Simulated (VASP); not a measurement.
# Mo (Im-3m) in VASP: notebook

The runs below take Mo through relaxation of cell and atoms, with PBE.

Everything below comes from runs of VASP 6.6.1. Logs are shortened: lines on timing, memory, paths and dates and some standing lists are left out, and cuts for length are marked.

## Step 1: The crystal as given

Symmetry: Im-3m, No. 229, cubic system. Conventional cell: a = 3.147 Å, b = 3.147 Å, c = 3.147 Å, α = 90.00°, β = 90.00°, γ = 90.00°. Mo (site symmetry m-3m) has 8 Mo at 2.73 Å as nearest neighbours.

## Step 2: Relaxation of cell and atoms, PBE

Contents of INCAR:

```
ALGO = Fast
EDIFF = 1E-7
EDIFFG = -0.002
ENCUT = 520
GGA = PE
IBRION = 2
ISIF = 3
ISMEAR = 0
LASPH = T
LCHARG = F
LREAL = F
LWAVE = F
NELM = 80
NSW = 80
PREC = Accurate
SIGMA = 1.0
```

Contents of KPOINTS:

```
k-points
0
Gamma
  18 18 18
```

Contents of POSCAR:

```
Mo
1.0
   -1.5734150000      1.5734150000      1.5734150000
    1.5734150000     -1.5734150000      1.5734150000
    1.5734150000      1.5734150000     -1.5734150000
Mo
1
Direct
    0.0000000000      0.0000000000      0.0000000000
```

Potentials or basis: VASP PAW PBE potentials, release 64 (Mo_sv).

Command:

```
> cat potpaw_PBE.64/Mo_sv/POTCAR > POTCAR
> mpirun -np 1 vasp_std > vasp.out
```

OUTCAR:

```text
EDIFF = 1E-7
   EDIFFG = -0.002
   ENCUT = 520
   GGA = PE
   IBRION = 2
   ISIF = 3
   ISMEAR = 0
   LASPH = T
   LREAL = F
   NELM = 80
   NSW = 80
   PREC = Accurate

 ion  position               nearest neighbor table
   1  0.000  0.000  0.000-

  LATTYP: Found a body centered cubic cell.
 ALAT       =     3.1468300000

  Lattice vectors:

 A1 = (  -1.5734150000,   1.5734150000,   1.5734150000)
 A2 = (   1.5734150000,  -1.5734150000,   1.5734150000)
 A3 = (   1.5734150000,   1.5734150000,  -1.5734150000)

Analysis of symmetry for initial positions (statically):
=====================================================================
 Subroutine PRICEL returns:
 Original cell was already a primitive cell.

 Routine SETGRP: Setting up the symmetry group for a
 body centered cubic supercell.

 Subroutine GETGRP returns: Found 48 space group operations
 (whereof 48 operations were pure point group operations)
 out of a pool of 48 trial point group operations.

The static configuration has the point symmetry O_h .

Analysis of symmetry for dynamics (positions and initial velocities):
=====================================================================
 Subroutine PRICEL returns:
 Original cell was already a primitive cell.

 Routine SETGRP: Setting up the symmetry group for a
 body centered cubic supercell.

 Subroutine GETGRP returns: Found 48 space group operations
 (whereof 48 operations were pure point group operations)
 out of a pool of 48 trial point group operations.

The dynamic configuration has the point symmetry O_h .

 Subroutine INISYM returns: Found 48 space group operations
 (whereof 48 operations are pure point group operations),
 and found     1 'primitive' translations

----------------------------------------------------------------------------------------

                                     Primitive cell

  volume of cell :      15.5808

  direct lattice vectors                    reciprocal lattice vectors
    -1.573415000  1.573415000  1.573415000     0.000000000  0.317780115  0.317780115
     1.573415000 -1.573415000  1.573415000     0.317780115  0.000000000  0.317780115
     1.573415000  1.573415000 -1.573415000     0.317780115  0.317780115  0.000000000

  length of vectors
     2.725234721  2.725234721  2.725234721     0.449408949  0.449408949  0.449408949

  position of ions in fractional coordinates (direct lattice)
     0.000000000  0.000000000  0.000000000

  ion indices of the primitive-cell ions
   primitive index   ion index
                 1           1

----------------------------------------------------------------------------------------

 KPOINTS: k-points

Automatic generation of k-mesh.
 Grid dimensions read from file:
 generate k-points for:   18   18   18

 Generating k-lattice:

  Cartesian coordinates                     Fractional coordinates (reciprocal lattice)
     0.000000000  0.017654451  0.017654451     0.055555556  0.000000000  0.000000000
     0.017654451  0.000000000  0.017654451     0.000000000  0.055555556  0.000000000
     0.017654451  0.017654451  0.000000000     0.000000000  0.000000000  0.055555556

  Length of vectors
     0.024967164  0.024967164  0.024967164

  Shift w.r.t. Gamma in fractional coordinates (k-lattice)
     0.000000000  0.000000000  0.000000000

 Subroutine IBZKPT returns following result:
 ===========================================

 Found    195 irreducible k-points:

 Following reciprocal coordinates:
            Coordinates               Weight
  0.000000  0.000000  0.000000      1.000000
  0.055556  0.000000  0.000000     12.000000
  0.111111  0.000000  0.000000     12.000000
  0.166667  0.000000  0.000000     12.000000
  0.222222  0.000000  0.000000     12.000000
  0.277778  0.000000  0.000000     12.000000
[... 16 lines left out ...]
  0.333333  0.111111 -0.000000     48.000000
  0.388889  0.111111  0.000000     48.000000
 [... further k-points ...]
   k-points           NKPTS =    195   k-points in BZ     NKDIM =    195   number of bands    NBANDS=     11
   number of dos      NEDOS =    301   number of ions     NIONS =      1
   total plane-waves  NPLWV =   8000
   dimension x,y,z NGX =    20 NGY =   20 NGZ =   20
   dimension x,y,z NGXF=    40 NGYF=   40 NGZF=   40
   ions per type =               1
   NGX,Y,Z   is equivalent  to a cutoff of  12.20, 12.20, 12.20 a.u.
   NGXF,Y,Z  is equivalent  to a cutoff of  24.40, 24.40, 24.40 a.u.
 SYSTEM =  unknown system
   PREC   = accura    normal or accurate (medium, high low for compatibility)
   ISTART =      0    job   : 0-new  1-cont  2-samecut
   ICHARG =      2    charge: 1-file 2-atom 10-const
   ISPIN  =      1    spin polarized calculation?
   LNONCOLLINEAR =      F non collinear calculations
   LSORBIT =      F    spin-orbit coupling
   LASPH  =      T    aspherical Exc in radial PAW
   ENCUT  =  520.0 eV  38.22 Ry    6.18 a.u.   5.07  5.07  5.07*2*pi/ulx,y,z
   NELM   =     80;   NELMIN=  2; NELMDL= -5     # of ELM steps
   EDIFF  = 0.1E-06   stopping-criterion for ELM
   LREAL  =      F    real-space projection
   EDIFFG = -.2E-02   stopping-criterion for IOM
   NSW    =     80    number of steps for IOM
   IBRION =      2    ionic relax: 0-MD 1-quasi-New 2-CG
   NFREE  =      1    steps in history (QN), initial steepest desc. (CG)
   ISIF   =      3    stress and relaxation
   ISYM   =      2    0-nonsym 1-usesym 2-fastsym
   POTIM  = 0.5000    time-step for ionic-motion
   TEBEG  =    0.0;   TEEND  =   0.0 temperature during run
   PSTRESS=    0.0 pullay stress
   NELECT =      14.0000    total number of electrons
   NUPDOWN=      -1.0000    fix difference up-down
   EMIN   =  10.00;   EMAX   =-10.00  energy-range for DOS
   EFERMI =   0.00;   METHOD = LEGACY
   ISMEAR =     0;   SIGMA  =   1.00  broadening in eV -4-tet -1-fermi 0-gaus
   EFERMI_NEDOS =   21; number of points for ismear=-14 and -15
   IALGO  =     68    algorithm
   IMIX   =      4    mixing-type and parameters
     AMIX     =   0.40;   BMIX     =  1.00
     AMIX_MAG =   1.60;   BMIX_MAG =  1.00
  volume/ion in A,a.u.               =      15.58       105.14
  Fermi-wavevector in a.u.,A,eV,Ry     =   1.579747  2.985289 33.954710  2.495601
  Thomas-Fermi vector in A             =   2.680079
   LORBIT       =      0    0 simple, 1 ext, 2 COOP (PROOUT), +10 PAW based schemes
   GGA     = PE    functional components
   LHFCALC =     F    Hartree Fock is set to
   AEXX    =    0.0000 exact exchange contribution
   IVDW    =     0    specifies the selected vdW correction
   LEPSILON=     F    determine dielectric tensor
   LRPA    =     F    only Hartree local field effects (RPA)
 conjugate gradient relaxation of ions
 non-spin polarized calculation
 RMM-DIIS sequential band-by-band and
 Gauss-broadening in eV      SIGMA  =   1.00
  energy-cutoff  :      520.00
  volume of cell :       15.58
 maximum number of plane-waves:       432
   NGX = 11   NGY = 11   NGZ = 11

--------------------------------------- Ionic step        1  -------------------------------------------

 number of electron      14.0000001 magnetization

 Free energy of the ion-electron system (eV)
  ---------------------------------------------------
  ext. energy  EPLUGINS =         0.00000000
  ---------------------------------------------------
  free energy    TOTEN  =       -11.10583533 eV

  energy without entropy =      -10.72464510  energy(sigma->0) =      -10.91524022

------------------------ aborting loop because EDIFF is reached ----------------------------------------

  FORCE on cell =-STRESS in cart. coord.  units (eV):
  Direction    XX          YY          ZZ          XY          YZ          ZX
  --------------------------------------------------------------------------------------
  -------------------------------------------------------------------------------------
  Total        0.5601503      0.5601503      0.5601503     -0.0000000     -0.0000000      0.0000000
  in kB       57.6003763     57.6003763     57.6003763     -0.0000000     -0.0000000      0.0000000
  external PRESSURE =      57.6003763 kB  Pullay stress =       0.0000000 kB
[... 90 lines left out ...]
  energy  without entropy=      -10.7191994809  energy(sigma->0) =      -10.91559580

--------------------------------------- Ionic step        4  -------------------------------------------

 number of electron      14.0000005 magnetization

 Free energy of the ion-electron system (eV)
  ---------------------------------------------------
  ext. energy  EPLUGINS =         0.00000000
  ---------------------------------------------------
  free energy    TOTEN  =       -11.11199507 eV

  energy without entropy =      -10.71944356  energy(sigma->0) =      -10.91571932

 E-fermi :  12.2024     XC(G=0): -13.2768

 val. band max:       12.2006001103   @ k =  -0.3889   0.3889   0.2778
 cond. band min:      12.2235456074   @ k =  -0.4444  -0.4444   0.2778
 fundamental gap:      0.0229454971
 Fermi energy:        12.2024249575

 k-point     1 :       0.0000    0.0000    0.0000
  band No.  band energies     occupation
      1     -48.9367      2.00000
      2     -22.2496      2.00000
      3     -22.2496      2.00000
      4     -22.2496      2.00000
      5       5.1186      2.00000
      6      10.9875      1.91423
      7      10.9875      1.91423
      8      10.9875      1.91423
      9      13.9453      0.01371
     10      13.9453      0.01371
     11      27.0894      0.00000
[... 309 lines left out ...]
 k-point    24 :       0.3889    0.1111    0.0000
  band No.  band energies     occupation
      1     -48.6909      2.00000
      2     -23.4895      2.00000
      3     -22.7087      2.00000
      4     -22.3173      2.00000
      5       7.4939      2.00000
      6       9.1497      1.99998
      7      12.2879      0.90376
      8      13.8438      0.02027
      9      14.9455      0.00010
     10      17.5704      0.00000
     11      23.7666      0.00000

 [... further k-points ...]
[... 5 lines left out ...]
  --------------------------------------------------------------------------------------
  -------------------------------------------------------------------------------------
  Total       -0.0003750     -0.0003750     -0.0003750      0.0000000      0.0000000     -0.0000000
  in kB       -0.0377150     -0.0377150     -0.0377150      0.0000000      0.0000000     -0.0000000
  external PRESSURE =      -0.0377150 kB  Pullay stress =       0.0000000 kB
[... 16 lines left out ...]
  FREE ENERGIE OF THE ION-ELECTRON SYSTEM (eV)
  ---------------------------------------------------
  free  energy   TOTEN  =       -11.1119950731 eV

  energy  without entropy=      -10.7194435625  energy(sigma->0) =      -10.91571932

 reached required accuracy - stopping structural energy minimisation
```

It took 58 s on 1 thread of AMD EPYC 9R45 (Zen 5), shared host; peak memory 0.12 GiB.

What came out:

- Free energy: -11.1120 eV
- Relaxed volume: 15.93 Å³/atom
- Relaxed cell: a = 2.746 Å, b = 2.746 Å, c = 2.746 Å, α = 109.47°, β = 109.47°, γ = 109.47°
- Space group after relaxing (to 0.05 Å): Im-3m (No. 229)
- Energy gained by relaxing: 6.2 meV/atom
- Ionic steps: 4
- Pressure after relaxing: 0.0 GPa
- Band gap on the k mesh: none (metal or under the smearing width)

The path:
```
step  energy change (eV)  largest force (eV/Å)  pressure (GPa)  volume (Å³)
   1              0.0000                0.0000            5.76        15.58
   2              0.0328                0.0000          -12.49        16.88
   3             -0.0062                0.0000           -0.10        15.94
   4             -0.0062                0.0000            0.00        15.93
```

Final structure:
```
Mo
1.0
    -1.58515    1.58515    1.58515
     1.58515   -1.58515    1.58515
     1.58515    1.58515   -1.58515
Mo
1
Direct
  0.00000 0.00000 0.00000
```

Levels at points of the mesh, in eV from the Fermi level:
| k point | band 5 | band 6 | band 7 | band 8 | band 9 | band 10 |
| --- | --- | --- | --- | --- | --- | --- |
| (0.00, 0.00, 0.00) | -7.08 | -1.21 | -1.21 | -1.21 | 1.74 | 1.74 |
| (0.50, 0.00, 0.00) | -5.11 | -3.20 | 1.65 | 1.76 | 2.38 | 4.74 |
| (0.50, 0.50, 0.50) | -5.19 | -5.19 | 4.00 | 4.00 | 4.00 | 9.01 |

PBE usually gives volumes a little too large and moduli too small. Zero-point motion and thermal expansion aren't in these numbers.

## Step 3: Relaxation of cell and atoms, PBE

This run uses another cell than the first one, of 15.93 Å³/atom, 1.023 times its volume.

INCAR is that of step 2.

KPOINTS is that of step 2.

Contents of POSCAR:

```
Mo                                      
1.0
   -1.5851461060      1.5851461060      1.5851461060
    1.5851461060     -1.5851461060      1.5851461060
    1.5851461060      1.5851461060     -1.5851461060
  Mo            
     1
Direct
     0.0000000000000000    0.0000000000000000    0.0000000000000000
```

Potentials or basis: VASP PAW PBE potentials, release 64 (Mo_sv).

Command:

```
> cat potpaw_PBE.64/Mo_sv/POTCAR > POTCAR
> mpirun -np 1 vasp_std > vasp.out
```

It took 19 s on 1 thread of AMD EPYC 9R45 (Zen 5), shared host; peak memory 0.12 GiB.

Results (log left out):

* Free energy: -11.1121 eV
* Pressure after relaxing: 0.0 GPa
* Band gap on the k mesh: none (metal or under the smearing width)

Final structure:
```xyz
1
Lattice="-1.5851 1.5851 1.5851 1.5851 -1.5851 1.5851 1.5851 1.5851 -1.5851" Properties=species:S:1:pos:R:3 pbc="T T T"
Mo    0.0000    0.0000    0.0000
```

Levels at points of the mesh, in eV from the Fermi level:
```csv
k point,band 4,band 5,band 6,band 7,band 8,band 9,band 10,band 11
"(0.00, 0.00, 0.00)",-34.45,-7.08,-1.21,-1.21,-1.21,1.74,1.74,14.89
"(0.50, 0.00, 0.00)",-34.46,-5.11,-3.21,1.65,1.76,2.38,4.74,12.01
"(0.50, 0.50, 0.50)",-35.37,-5.19,-5.19,4.00,4.00,4.00,9.01,9.01
```

Caveat: the relaxation stopped at its first step, so nothing moved.
